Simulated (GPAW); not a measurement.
Crystal: BaS.

```
CELL_PARAMETERS angstrom
0.00000 3.19375 3.19375
3.19375 0.00000 3.19375
3.19375 3.19375 0.00000
ATOMIC_POSITIONS crystal
Ba 0.00000 0.00000 0.00000
S 0.50000 0.50000 0.50000
```

Base run:

| Item | Value |
| --- | --- |
| Program | GPAW 26.7.0 |
| Functional | PBEsol |
| Potentials or basis | PAW data sets generated in the run's folder for this functional |
| Cutoff | 600 eV |
| Basis | pw |
| k mesh | 7 × 7 × 7 |
| Occupations | fermi-dirac, width 0.05 eV |
| Spin | no spin polarisation |

Its results: band gap on the k mesh 2.07 eV, indirect (least direct gap 2.21 eV); pressure -0.8 GPa.

**Question.** The run is repeated on the same cell with these changes: functional from PBEsol to BLYP. What comes out?

**Answer.** Band gap on the k mesh 2.28 eV, indirect (least direct gap 2.41 eV); pressure 3.4 GPa.

BLYP binds less tightly than PBEsol, so the same cell stands under more pressure.

Caveats: spin-orbit coupling is left out, which moves the levels of the heavy elements.

A k mesh can miss the band edges.
